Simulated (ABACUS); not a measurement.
Write the native input for ABACUS 3.10.1 that does the following.

| Item | Value |
| --- | --- |
| Task | band structure |
| Functional | LDA |
| Potentials or basis | PseudoDojo NC SR 0.4.1 LDA standard |
| Cutoff | 1143 eV |
| Density cutoff | 4572 eV |
| Basis | plane waves |
| Occupations | fermi-dirac, width 0.05 eV |
| Spin | no spin polarisation |
| Radial cutoff of the potentials (pseudo_rcut) | 10 bohr |
| Threshold of the eigensolver | 1e-07 Ry |
| Density | read from an earlier self-consistent run |
| Path | G-X-W-K-G-L-U-W-L-K, U-X |
| Points for each segment of the path | 10 |
| SCF threshold on the density | 1e-08 |
| Max SCF steps | 100 |
| Eigensolver | dav |
| Mixing | broyden |
| Mixing share | 0.7 |
| Symmetry key | -1 |

TiC:

```xyz
2
Lattice="0.0000 2.1657 2.1657 2.1657 0.0000 2.1657 2.1657 2.1657 0.0000" Properties=species:S:1:pos:R:3 pbc="T T T"
Ti    0.0000    0.0000    0.0000
C     2.1657    2.1657    2.1657
```

The cell is a database's computed one.

These files were run (other wordings do the same):

INPUT

```
INPUT_PARAMETERS
suffix              TiC
calculation         nscf
basis_type          pw
pseudo_dir          ./
symmetry            -1
dft_functional      pz
ecutwfc             84.0
pseudo_rcut         10
nspin               1
nbands              18
ks_solver           dav
smearing_method     fd
smearing_sigma      0.00367493
scf_thr             1e-08
scf_nmax            100
mixing_type         broyden
mixing_beta         0.7
init_chg            file
pw_diag_thr         1e-07
out_band            1
kpar                4
```

STRU

```
ATOMIC_SPECIES
Ti 47.8670 Ti.upf
C 12.0110 C.upf

LATTICE_CONSTANT
1.8897261246

LATTICE_VECTORS
0.0000000000 2.1657188437 2.1657188437
2.1657188437 0.0000000000 2.1657188437
2.1657188437 2.1657188437 0.0000000000

ATOMIC_POSITIONS
Direct

Ti
0.0
1
0.0000000000 0.0000000000 0.0000000000 1 1 1

C
0.0
1
0.5000000000 0.5000000000 0.5000000000 1 1 1
```

KPT

```
K_POINTS
12
Line
0.00000000 0.00000000 0.00000000 10 // G
0.50000000 0.00000000 0.50000000 10 // X
0.50000000 0.25000000 0.75000000 10 // W
0.37500000 0.37500000 0.75000000 10 // K
0.00000000 0.00000000 0.00000000 10 // G
0.50000000 0.50000000 0.50000000 10 // L
0.62500000 0.25000000 0.62500000 10 // U
0.50000000 0.25000000 0.75000000 10 // W
0.50000000 0.50000000 0.50000000 10 // L
0.37500000 0.37500000 0.75000000 1 // K
0.62500000 0.25000000 0.62500000 10 // U
0.50000000 0.00000000 0.50000000 1 // X
```

Potentials or basis: PseudoDojo NC SR 0.4.1 LDA standard, plane waves.

Launch:

```sh
$ OMP_NUM_THREADS=1 mpirun -np 4 abacus > log
```

It took 3.1 s on 4 MPI ranks on Intel(R) Xeon(R) 6975P-C (Granite Rapids), with other jobs on the host, peak memory 0.36 GiB a rank.
